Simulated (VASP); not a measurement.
# Si7Ge (R-3m) in VASP: relaxation of cell and atoms with LDA

Aim: the relaxation of cell and atoms of Si7Ge with LDA.

All numbers are computed with VASP 6.6.1; they aren't measurements. Logs are shortened: lines on timing, memory, paths and dates and some standing lists are left out, and cuts for length are marked.

## 1. Starting point

Symmetry: R-3m, No. 166, trigonal system. The conventional cell has a = 7.677 Å, b = 7.677 Å, c = 18.806 Å, α = 90.00°, β = 90.00°, γ = 120.00°. Si (site symmetry m) is surrounded by 3 Si at 2.35 Å and 1 Ge at 2.35 Å. Si (site symmetry 3m) is surrounded by 1 Ge at 2.35 Å and 3 Si at 2.35 Å. Si (site symmetry m) has 4 Si at 2.35 Å as nearest neighbours. Ge (site symmetry 3m) has 4 Si at 2.35 Å as nearest neighbours.

The cell comes from a database or a generator and needn't be the stable form of this composition.

## 2. Relaxation of cell and atoms, LDA

File INCAR:

```
ALGO = Fast ; EDIFF = 1E-6
EDIFFG = -0.01 ; ENCUT = 400
GGA = CA ; IBRION = 2
ISIF = 3 ; ISMEAR = 0
LASPH = True ; LCHARG = False
LREAL = False ; LWAVE = False
NELM = 80 ; NSW = 40
PREC = Accurate ; SIGMA = 0.01
```

File KPOINTS:

```
k-points
0
Gamma
  6 6 6
```

File POSCAR:

```
Si7Ge
1.0
    0.0000000000      5.4287000000      5.4287000000
    5.4287000000      0.0000000000      5.4287000000
    5.4287000000      5.4287000000      0.0000000000
Si Ge
14 2
Direct
    0.0000000000      0.0000000000      0.0000000000
    0.0000000000      0.0000000000      0.5000000000
    0.0000000000      0.5000000000      0.0000000000
    0.0000000000      0.5000000000      0.5000000000
    0.1250000000      0.1250000000      0.6250000000
    0.1250000000      0.6250000000      0.1250000000
    0.1250000000      0.6250000000      0.6250000000
    0.5000000000      0.0000000000      0.0000000000
    0.5000000000      0.5000000000      0.0000000000
    0.5000000000      0.5000000000      0.5000000000
    0.6250000000      0.1250000000      0.1250000000
    0.6250000000      0.1250000000      0.6250000000
    0.6250000000      0.6250000000      0.1250000000
    0.6250000000      0.6250000000      0.6250000000
    0.1250000000      0.1250000000      0.1250000000
    0.5000000000      0.0000000000      0.5000000000
```

Potentials or basis: VASP PAW LDA potentials, release 64 (Si, Ge_d).

Started as:

```
> cat potpaw_LDA.64/Si/POTCAR potpaw_LDA.64/Ge_d/POTCAR > POTCAR
> mpirun -np 1 vasp_std > vasp.out
```

OUTCAR:

```text
EDIFF = 1E-6
   EDIFFG = -0.01
   ENCUT = 400
   GGA = CA
   IBRION = 2
   ISIF = 3
   ISMEAR = 0
   LASPH = True
   LREAL = False
   NELM = 80
   NSW = 40
   PREC = Accurate

 ion  position               nearest neighbor table
   1  0.000  0.000  0.000-  15 2.35   6 2.35  11 2.35   5 2.35
   2  0.000  0.000  0.500-   5 2.35   7 2.35  12 2.35  15 2.35
   3  0.000  0.500  0.000-   6 2.35   7 2.35  13 2.35  15 2.35
   4  0.000  0.500  0.500-   7 2.35   6 2.35   5 2.35  14 2.35
   5  0.125  0.125  0.625-   2 2.35   1 2.35   4 2.35  16 2.35
   6  0.125  0.625  0.125-   3 2.35   1 2.35   4 2.35   9 2.35
[... 8 lines left out ...]
  15  0.125  0.125  0.125-   1 2.35   2 2.35   3 2.35   8 2.35
  16  0.500  0.000  0.500-  12 2.35  11 2.35   5 2.35  14 2.35

  LATTYP: Found a face centered cubic cell.
 ALAT       =    10.8574000000

  Lattice vectors:

 A1 = (   0.0000000000,   5.4287000000,   5.4287000000)
 A2 = (   5.4287000000,   0.0000000000,   5.4287000000)
 A3 = (   5.4287000000,   5.4287000000,   0.0000000000)

Analysis of symmetry for initial positions (statically):
=====================================================================
 Subroutine PRICEL returns:
 Original cell was already a primitive cell.

 Routine SETGRP: Setting up the symmetry group for a
 face centered cubic supercell.

 Subroutine GETGRP returns: Found 12 space group operations
 (whereof  2 operations were pure point group operations)
 out of a pool of 48 trial point group operations.

The static configuration has the point symmetry C_1h.
 The point group associated with its full space group is D_3d.

Analysis of symmetry for dynamics (positions and initial velocities):
=====================================================================
 Subroutine PRICEL returns:
 Original cell was already a primitive cell.

 Routine SETGRP: Setting up the symmetry group for a
 face centered cubic supercell.

 Subroutine GETGRP returns: Found 12 space group operations
 (whereof  2 operations were pure point group operations)
 out of a pool of 48 trial point group operations.

The dynamic configuration has the point symmetry C_1h.
 The point group associated with its full space group is D_3d.

 Subroutine INISYM returns: Found 12 space group operations
 (whereof  2 operations are pure point group operations),
 and found     1 'primitive' translations

----------------------------------------------------------------------------------------

                                     Primitive cell

  volume of cell :     319.9761

  direct lattice vectors                    reciprocal lattice vectors
     0.000000000  5.428700000  5.428700000    -0.092103082  0.092103082  0.092103082
     5.428700000  0.000000000  5.428700000     0.092103082 -0.092103082  0.092103082
     5.428700000  5.428700000  0.000000000     0.092103082  0.092103082 -0.092103082

  length of vectors
     7.677341166  7.677341166  7.677341166     0.159527217  0.159527217  0.159527217

  position of ions in fractional coordinates (direct lattice)
     0.000000000  0.000000000  0.000000000
     0.000000000  0.000000000  0.500000000
     0.000000000  0.500000000  0.000000000
     0.000000000  0.500000000  0.500000000
     0.125000000  0.125000000  0.625000000
     0.125000000  0.625000000  0.125000000
[... 8 lines left out ...]
     0.125000000  0.125000000  0.125000000
     0.500000000  0.000000000  0.500000000

  ion indices of the primitive-cell ions
   primitive index   ion index
                 1           1
                 2           2
                 3           3
                 4           4
                 5           5
                 6           6
[... 8 lines left out ...]
                15          15
                16          16

----------------------------------------------------------------------------------------

 KPOINTS: k-points

Automatic generation of k-mesh.
 Grid dimensions read from file:
 generate k-points for:    6    6    6

 Generating k-lattice:

  Cartesian coordinates                     Fractional coordinates (reciprocal lattice)
    -0.015350514  0.015350514  0.015350514     0.166666667  0.000000000  0.000000000
     0.015350514 -0.015350514  0.015350514     0.000000000  0.166666667  0.000000000
     0.015350514  0.015350514 -0.015350514     0.000000000  0.000000000  0.166666667

  Length of vectors
     0.026587870  0.026587870  0.026587870

  Shift w.r.t. Gamma in fractional coordinates (k-lattice)
     0.000000000  0.000000000  0.000000000

 Subroutine IBZKPT returns following result:
 ===========================================

 Found     32 irreducible k-points:

 Following reciprocal coordinates:
            Coordinates               Weight
  0.000000  0.000000  0.000000      1.000000
  0.166667  0.000000  0.000000      6.000000
  0.000000  0.166667  0.000000      2.000000
  0.333333  0.000000  0.000000      6.000000
  0.000000  0.333333  0.000000      2.000000
  0.500000  0.000000  0.000000      3.000000
[... 16 lines left out ...]
  0.333333  0.000000  0.500000     12.000000
 -0.333333  0.333333  0.000000      6.000000
 [... further k-points ...]
   k-points           NKPTS =     32   k-points in BZ     NKDIM =     32   number of bands    NBANDS=     51
   number of dos      NEDOS =    301   number of ions     NIONS =     16
   total plane-waves  NPLWV = 125000
   dimension x,y,z NGX =    50 NGY =   50 NGZ =   50
   dimension x,y,z NGXF=   100 NGYF=  100 NGZF=  100
   ions per type =              14   2
   NGX,Y,Z   is equivalent  to a cutoff of  10.83, 10.83, 10.83 a.u.
   NGXF,Y,Z  is equivalent  to a cutoff of  21.65, 21.65, 21.65 a.u.
 SYSTEM =  unknown system
   PREC   = accura    normal or accurate (medium, high low for compatibility)
   ISTART =      0    job   : 0-new  1-cont  2-samecut
   ICHARG =      2    charge: 1-file 2-atom 10-const
   ISPIN  =      1    spin polarized calculation?
   LNONCOLLINEAR =      F non collinear calculations
   LSORBIT =      F    spin-orbit coupling
   LASPH  =      T    aspherical Exc in radial PAW
   ENCUT  =  400.0 eV  29.40 Ry    5.42 a.u.  12.52 12.52 12.52*2*pi/ulx,y,z
   NELM   =     80;   NELMIN=  2; NELMDL= -5     # of ELM steps
   EDIFF  = 0.1E-05   stopping-criterion for ELM
   LREAL  =      F    real-space projection
   EDIFFG = -.1E-01   stopping-criterion for IOM
   NSW    =     40    number of steps for IOM
   IBRION =      2    ionic relax: 0-MD 1-quasi-New 2-CG
   NFREE  =      1    steps in history (QN), initial steepest desc. (CG)
   ISIF   =      3    stress and relaxation
   ISYM   =      2    0-nonsym 1-usesym 2-fastsym
   POTIM  = 0.5000    time-step for ionic-motion
   TEBEG  =    0.0;   TEEND  =   0.0 temperature during run
   PSTRESS=    0.0 pullay stress
   NELECT =      84.0000    total number of electrons
   NUPDOWN=      -1.0000    fix difference up-down
   EMIN   =  10.00;   EMAX   =-10.00  energy-range for DOS
   EFERMI =   0.00;   METHOD = LEGACY
   ISMEAR =     0;   SIGMA  =   0.01  broadening in eV -4-tet -1-fermi 0-gaus
   EFERMI_NEDOS =   21; number of points for ismear=-14 and -15
   IALGO  =     68    algorithm
   IMIX   =      4    mixing-type and parameters
     AMIX     =   0.40;   BMIX     =  1.00
     AMIX_MAG =   1.60;   BMIX_MAG =  1.00
  volume/ion in A,a.u.               =      20.00       134.96
  Fermi-wavevector in a.u.,A,eV,Ry     =   1.048243  1.980893 14.950272  1.098814
  Thomas-Fermi vector in A             =   2.183157
   LORBIT       =      0    0 simple, 1 ext, 2 COOP (PROOUT), +10 PAW based schemes
   GGA     = CA    functional components
   LHFCALC =     F    Hartree Fock is set to
   AEXX    =    0.0000 exact exchange contribution
   IVDW    =     0    specifies the selected vdW correction
   LEPSILON=     F    determine dielectric tensor
   LRPA    =     F    only Hartree local field effects (RPA)
 conjugate gradient relaxation of ions
 non-spin polarized calculation
 RMM-DIIS sequential band-by-band and
 Gauss-broadening in eV      SIGMA  =   0.01
  energy-cutoff  :      400.00
  volume of cell :      319.98
 maximum number of plane-waves:      5846
   NGX = 25   NGY = 25   NGZ = 25

--------------------------------------- Ionic step        1  -------------------------------------------

 number of electron      84.0000008 magnetization

 Free energy of the ion-electron system (eV)
  ---------------------------------------------------
  ext. energy  EPLUGINS =         0.00000000
  ---------------------------------------------------
  free energy    TOTEN  =       -93.73826006 eV

  energy without entropy =      -93.73826006  energy(sigma->0) =      -93.73826006

------------------------ aborting loop because EDIFF is reached ----------------------------------------

  FORCE on cell =-STRESS in cart. coord.  units (eV):
  Direction    XX          YY          ZZ          XY          YZ          ZX
  --------------------------------------------------------------------------------------
  -------------------------------------------------------------------------------------
  Total       -0.3635971     -0.3635971     -0.3635971      0.0013375      0.0013375     -0.0013375
  in kB       -1.8205957     -1.8205957     -1.8205957      0.0066970      0.0066970     -0.0066970
  external PRESSURE =      -1.8205957 kB  Pullay stress =       0.0000000 kB
[... 185 lines left out ...]
  energy  without entropy=      -93.7768069813  energy(sigma->0) =      -93.77680698

--------------------------------------- Ionic step        5  -------------------------------------------

 number of electron      84.0000010 magnetization

 Free energy of the ion-electron system (eV)
  ---------------------------------------------------
  ext. energy  EPLUGINS =         0.00000000
  ---------------------------------------------------
  free energy    TOTEN  =       -93.77696370 eV

  energy without entropy =      -93.77696370  energy(sigma->0) =      -93.77696370

 E-fermi :   5.8630     XC(G=0):  -9.7771

 val. band max:        5.8126502861   @ k =   0.0000   0.0000   0.0000
 cond. band min:       6.1969470690   @ k =   0.0000   0.0000   0.0000
 fundamental gap:      0.3842967828
 Fermi energy:         5.8630354022

 k-point     1 :       0.0000    0.0000    0.0000
  band No.  band energies     occupation
      1     -18.4910      2.00000
      2     -18.4908      2.00000
      3     -18.4908      2.00000
      4     -18.4904      2.00000
      5     -18.4903      2.00000
      6     -18.4903      2.00000
[... 1285 lines left out ...]
     50       9.1475      0.00000
     51       9.2102      0.00000

 [... further k-points ...]

------------------------ aborting loop because EDIFF is reached ----------------------------------------

  FORCE on cell =-STRESS in cart. coord.  units (eV):
  Direction    XX          YY          ZZ          XY          YZ          ZX
  --------------------------------------------------------------------------------------
  -------------------------------------------------------------------------------------
  Total       -0.0288439     -0.0288439     -0.0288439     -0.0002820     -0.0002820      0.0002820
  in kB       -0.1446856     -0.1446856     -0.1446856     -0.0014145     -0.0014145      0.0014145
  external PRESSURE =      -0.1446856 kB  Pullay stress =       0.0000000 kB
[... 31 lines left out ...]
  FREE ENERGIE OF THE ION-ELECTRON SYSTEM (eV)
  ---------------------------------------------------
  free  energy   TOTEN  =       -93.7769636975 eV

  energy  without entropy=      -93.7769636975  energy(sigma->0) =      -93.77696370

 reached required accuracy - stopping structural energy minimisation
```

Run time: 30 min. Hardware: 1 thread of Intel Xeon Platinum 8259CL at 2.50GHz (Skylake/Cascade Lake), shared host; peak memory 0.44 GiB.

Results:

```yaml
Free_energy: -93.7770 eV
Relaxed_volume: 19.96 Å³/atom
Relaxed_cell: a = 7.673 Å, b = 7.673 Å, c = 7.673 Å, α = 60.00°, β = 60.00°, γ = 60.00°
Space_group_after_relaxing_to_0.05_Å: R-3m (No. 166)
Energy_gained_by_relaxing: 2.4 meV/atom
Ionic_steps: 5
Pressure_after_relaxing: 0.0 GPa
Largest_force_after_relaxing: 0.010 eV/Å
Band_gap_on_the_k_mesh: 0.38 eV, direct
```

Forces on the atoms (eV/Å):
```
Si  -0.003  0.008 -0.003
Si  -0.008  0.003 -0.003
Si   0.003 -0.003  0.003
Si   0.005 -0.005  0.006
Si   0.003 -0.003  0.008
Si  -0.005  0.006 -0.005
Si  -0.006  0.005 -0.005
Si  -0.003  0.003 -0.008
Si   0.006 -0.005  0.005
Si   0.005 -0.006  0.005
Si   0.008 -0.003  0.003
Si   0.003 -0.008  0.003
Si  -0.005  0.005 -0.006
Si  -0.003  0.003 -0.003
Ge   0.006 -0.006  0.006
Ge  -0.006  0.006 -0.006
```

Step by step:
```csv
step,energy change (eV),largest force (eV/Å),pressure (GPa),volume (Å³)
1,0.0000,0.4074,-0.18,319.98
2,-0.0372,0.0790,0.12,318.92
3,-0.0382,0.0189,0.18,318.72
4,-0.0385,0.0063,-0.14,319.79
5,-0.0387,0.0098,-0.01,319.40
```

Final structure:
```cif
data_structure
_symmetry_space_group_name_H-M 'P 1'
_symmetry_Int_Tables_number 1
_cell_length_a 7.6729
_cell_length_b 7.6727
_cell_length_c 7.6729
_cell_angle_alpha 59.999
_cell_angle_beta 60.000
_cell_angle_gamma 59.999
_cell_volume 319.40
loop_
_atom_site_label
_atom_site_type_symbol
_atom_site_fract_x
_atom_site_fract_y
_atom_site_fract_z
_atom_site_occupancy
Si1 Si 0.99870 0.99880 0.99870 1
Si2 Si 0.99870 0.99880 0.50381 1
Si3 Si 0.99874 0.50377 0.99874 1
Si4 Si 0.99987 0.49996 0.50008 1
Si5 Si 0.12119 0.12620 0.62630 1
Si6 Si 0.12492 0.62504 0.12492 1
Si7 Si 0.12492 0.62504 0.62513 1
Si8 Si 0.50381 0.99880 0.99870 1
Si9 Si 0.50008 0.49996 0.99987 1
Si10 Si 0.50008 0.49996 0.50008 1
Si11 Si 0.62630 0.12620 0.12119 1
Si12 Si 0.62630 0.12620 0.62630 1
Si13 Si 0.62513 0.62504 0.12492 1
Si14 Si 0.62626 0.62123 0.62626 1
Ge1 Ge 0.12498 0.12505 0.12498 1
Ge2 Ge 0.50002 0.99995 0.50002 1
```
